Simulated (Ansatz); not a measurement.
## Moving the dispersion correction in Ti

The cell as given:

```cif
data_structure
_symmetry_space_group_name_H-M 'P 1'
_symmetry_Int_Tables_number 1
_cell_length_a 2.9500
_cell_length_b 2.9500
_cell_length_c 4.6800
_cell_angle_alpha 90.000
_cell_angle_beta 90.000
_cell_angle_gamma 120.000
_cell_volume 35.27
loop_
_atom_site_label
_atom_site_type_symbol
_atom_site_fract_x
_atom_site_fract_y
_atom_site_fract_z
_atom_site_occupancy
Ti1 Ti 0.66667 0.33333 0.75000 1
Ti2 Ti 0.33333 0.66667 0.25000 1
```

Kept alike: task relaxation of cell and atoms; functional PBEsol; k mesh 10 × 10 × 6; occupations fermi-dirac, width 0.05 eV; no spin polarisation. Program: Ansatz, Ansatz PAW, cutoff 420 eV. The mesh is that of the run's cell of 2 atoms. No spin-orbit coupling.

```csv
dispersion correction,volume (Å³/atom),first edge of the run's cell (Å),third edge of the run's cell (Å)
D3(BJ),15.884,2.854,4.504
D3(BJ)-ATM,16.046,2.864,4.518
D4,16.568,2.895,4.565
none,16.727,2.904,4.580
```

The relaxations keep at least the cell's symmetry (P6_3/mmc). For a metal such a mesh leaves the last digits unconverged. Relaxations stop with a little pressure left, so the last digits of a volume or edge aren't settled. All rows use potentials made for PBE.

The volume runs from 15.884 (D3(BJ)) to 16.727 Å³/atom (none). Against no correction: D3(BJ) -5.0 %; D3(BJ)-ATM -4.1 %; D4 -1.0 %. Dispersion terms mostly attract and so lower the volume; the schemes' coefficients and damping set how far. The first edge of the run's cell runs from 2.854 (D3(BJ)) to 2.904 Å (none). The third edge of the run's cell runs from 4.504 (D3(BJ)) to 4.580 Å (none).

Every dispersion term shrinks a lattice that is already too small without one: the uncorrected edges of 2.904 and 4.580 Å fall short of the starting 2.9500 and 4.6800 Å, which lie close to the measured values for hcp Ti. That shortfall probably reflects the known tendency of PBEsol to overbind 3d metals, so an added attraction worsens the error instead of repairing it.

Both edges contract by nearly the same fraction, as expected for a close-packed metal held together in all directions by d and s electrons, with no weakly bound gap between layers for dispersion to close. The three-body term recovers only a small part of the D3(BJ) contraction; its sign fits the repulsion it gives for compact triangles of atoms. Pairwise terms built on atomic polarisabilities describe the screening by conduction electrons poorly, which suggests that the larger contractions are overestimates rather than missing physics. The better volume without a correction doesn't show that dispersion is absent in Ti, since errors of the functional and of the added term combine in it.
